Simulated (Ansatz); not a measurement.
**S vacancy in Li2S**

What does a S vacancy cost in Li2S, and how do its neighbours move? It is set in a cell of 48 host atoms, in the charges +2, +1, 0, -1.

Program: Ansatz 0.2.0. Level of theory: DFT PBEsol, scalar-relativistic, plane waves, PAW. These are calculated values, not measurements.

2 further runs of the same task are left out: 2 set aside as unsound or not needed.

**1. Starting point**

The structure is cubic, space group Fm-3m (No. 225). The conventional cell has a = 5.655 Å, b = 5.655 Å, c = 5.655 Å, α = 90.00°, β = 90.00°, γ = 90.00°. Li (site symmetry -43m) is surrounded by 4 S at 2.45 Å. S (site symmetry m-3m) has 8 Li at 2.45 Å as nearest neighbours.

As a file:

```cif
data_structure
_symmetry_space_group_name_H-M 'Fm-3m'
_symmetry_Int_Tables_number 225
_cell_length_a 5.6549
_cell_length_b 5.6549
_cell_length_c 5.6549
_cell_angle_alpha 90.000
_cell_angle_beta 90.000
_cell_angle_gamma 90.000
_cell_volume 180.83
loop_
_atom_site_label
_atom_site_type_symbol
_atom_site_symmetry_multiplicity
_atom_site_Wyckoff_symbol
_atom_site_fract_x
_atom_site_fract_y
_atom_site_fract_z
_atom_site_occupancy
Li1 Li 8 c 0.25000 0.25000 0.75000 1
S1 S 4 a 0.00000 0.00000 0.00000 1
```

It goes back to an entry of the Materials Project, which need not be the stable form.

It is the result of an earlier relaxation at this level (volume 15.07 Å³/atom; gap on the mesh: 3.20 eV).

**2. Seeking the band edges of the host**

Input file input.yaml:

```yaml
crystal:
  lattice:
    - [0.0, 2.8274408709, 2.8274408709]
    - [2.8274408709, 0.0, 2.8274408709]
    - [2.8274408709, 2.8274408709, 0.0]
  atoms:
    - { symbol: Li, position: [0.75, 0.75, 0.75] }
    - { symbol: Li, position: [0.25, 0.25, 0.25] }
    - { symbol: S, position: [0.0, 0.0, 0.0] }
basis:
  ecutwfc: 420
  xc_grid: 2
kpoints:
  mp_grid: { grid: [8, 8, 8] }
  band_path: { path: [VBM, CBM], npoints: 2 }
hamiltonian:
  xc: pbesol
scf:
  occupations: { method: gaussian, width: 0.01 }
output:
  forces: true
  stress: true
  eigenvalues: true
```

Command:

```console
ansatz run input.yaml --threads 4 --pin off --max-ram 6144MiB --backend cpu --events-out ev --progress --plain --runs-dir out
```

The session goes on with these runs: dielectric tensors of the host; reference: the perfect crystal in the supercell; relaxing the defect, charge 0; relaxing the defect, charge +1; charge +1, second spin start; charge state +2; charge state -1; charge -1 again, with another moment.

Q: Predict the outcome of this session. Wanted: formation energy, neutral; nearest atoms after relaxation, one image of each, neutral.

**Answer**, as computed:

| quantity | value |
| --- | --- |
| formation energy, neutral | 4.68 eV |
| nearest atoms after relaxation, one image of each, neutral | 8 Li at 2.46 Å |
| level (+2/+1) above the valence top | 1.15 eV |
| level (+1/0) above the valence top | 1.94 eV |
| level (0/-1) above the valence top | 3.84 eV (outside the gap) |

**Reading.** The neutral defect costs 4.68 eV against the elements. With elemental S as the reservoir this is the highest cost; S-poor conditions lower it. Spin polarisation was off in the neutral run, so a moment could not show there. Among the charges computed the stable one is +2 at the valence top, changing to +1 at 1.15 eV, changing to 0 at 1.94 eV, in a gap of 3.20 eV. In charge -1 the extra carrier would gain by moving to a band edge of the host at this level and cell size; a small cell and a semilocal functional both favour that, so a real bound level isn't ruled out. The alignment term, up to 0.66 eV here, is marked as doubtful by the program in a cell of this size. Levels are placed in the host's Kohn-Sham gap, which is usually too small at this level and squeezes them. With 48 host sites the defect feels its images, so energies are good to tenths of an eV at best. A distortion of lower symmetry was not tried.
